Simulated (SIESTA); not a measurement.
# Bi under changes of volume

One of the cells (34.026 Å³/atom); the others are scaled copies at fixed shape and fractional positions:

```
Bi
1.0
     3.48860   -3.13258    0.00000
     3.48860    3.13258    0.00000
    -1.26023    0.00000    3.11355
Bi
2
Direct
  0.75306 0.75306 0.85738
  0.24694 0.24694 0.14262
```

This isn't the form of Bi at room conditions, which is rhombohedral.

- Program: SIESTA 5.4.2
- Functional: LDA
- Potentials or basis: PseudoDojo 0.4 standard (LDA files)
- Basis: DZP (energy shift 0.003 Ry; two zetas on semicore shells)
- Grid cutoff: 500 Ry
- Energy shift: 0.003 Ry
- k mesh: 6 × 6 × 9
- Occupations: fermi-dirac, width 0.05 eV
- Spin: no spin polarisation

```tsv
volume (Å³/atom)	energy over the lowest point (meV/atom)	pressure (GPa)	largest force (eV/Å)
31.984	0.00	0.1	0.029
32.665	?	?	?
33.345	9.37	-2.2	0.036
34.026	20.68	-3.1	0.064
34.706	35.78	-3.9	0.091
35.387	54.22	-4.7	0.116
36.067	75.63	-5.3	0.139
```

Q: What does the run at 32.665 Å³/atom give?

A: Energy over the lowest point 2.30 meV/atom; pressure -1.1 GPa; largest force 0.011 eV/Å.

Worked out: A Birch-Murnaghan fit of order 3 (a polynomial in V^(-2/3)) to the other rows has its minimum at 32.02 Å³/atom with B0 = V·E''(V) = 59 GPa and B' = 4.6 at fixed shape and positions, which overstates the stiffness. It gives 2.30 meV/atom at 32.665 Å³/atom, against the run's 2.30, and -dE/dV = -1.1 GPa, against -1.1.

Energies are extrapolated to zero smearing.

Caveats: the basis of atomic orbitals isn't converged, which shifts pressures, moduli and gaps.
